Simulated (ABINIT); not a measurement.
Mo:

```xyz
1
Lattice="-1.5838 1.5838 1.5838 1.5838 -1.5838 1.5838 1.5838 1.5838 -1.5838" Properties=species:S:1:pos:R:3 pbc="T T T"
Mo    0.0000    0.0000    0.0000
```

Program: ABINIT 10.8.3 (patched build). Alike in all runs: task band structure; cell as given; k mesh 12 × 12 × 12; smearing fermi-dirac 0.05 eV.

**Question.** Order these runs on this cell by their pressure, lowest first.
A. level WC; potentials or basis JTH PAW PBE v2.0; spin SOC, no magnetisation; cutoff (eV) 408; fine-grid cutoff 816.342 eV
B. level PW91; potentials or basis JTH PAW PBE v2.0; spin off; cutoff (eV) 408; fine-grid cutoff 816.342 eV
C. level LDA; potentials or basis JTH PAW LDA v2.0; spin off; cutoff (eV) 408; fine-grid cutoff 816.342 eV
D. level SCAN; potentials or basis JTH PAW PBE v2.0; spin off; cutoff (eV) 490; fine-grid cutoff 979.61 eV
E. level PBEsol; potentials or basis PseudoDojo NC SR PBEsol v0.4 stringent; spin off; cutoff (eV) 1088

**Answer.** C (-14.0 GPa), E (-9.4 GPa), A (-7.4 GPa), D (-4.9 GPa), B (-1.3 GPa).

Caveats: the PAW data sets were made with another functional, which shifts forces and pressure a little (some runs).

Runs at the PBE level aren't shown here.
